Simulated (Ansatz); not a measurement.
Ti under changes of volume

One of the cells (17.676 Å³/atom); the others are scaled copies at fixed shape and fractional positions:

```xyz
1
Lattice="-1.6410 1.6410 1.6410 1.6410 -1.6410 1.6410 1.6410 1.6410 -1.6410" Properties=species:S:1:pos:R:3 pbc="T T T"
Ti    0.0000    0.0000    0.0000
```

This isn't the form of Ti at room conditions, which is hcp.

* Program: Ansatz 0.2.0
* Functional: LDA
* Potentials or basis: all-electron LAPW, scalar-relativistic
* Cutoff: 227 eV (chosen from the basis error)
* Basis error allowed: 0.001 eV/atom
* k mesh: 11 × 11 × 11
* Occupations: fermi-dirac, width 0.05 eV
* Spin: no spin polarisation

```tsv
volume (Å³/atom)	energy over the lowest point (meV/atom)	pressure (GPa)
16.616	0.00	-5.3
16.969	14.47	-7.4
17.323	33.31	-9.2
17.676	56.09	-10.9
18.030	82.41	-12.5
18.383	111.92	-13.9
18.737	?	?
```

Question: What does the run at 18.737 Å³/atom give?

Answer: Energy over the lowest point 144.29 meV/atom; pressure -15.1 GPa.

Worked out: A Birch-Murnaghan fit of order 3 (a polynomial in V^(-2/3)) to the other rows has no minimum within the range. It gives 144.39 meV/atom at 18.737 Å³/atom, against the run's 144.29, and -dE/dV = -15.3 GPa, against -15.1.

Energies are extrapolated to zero smearing.
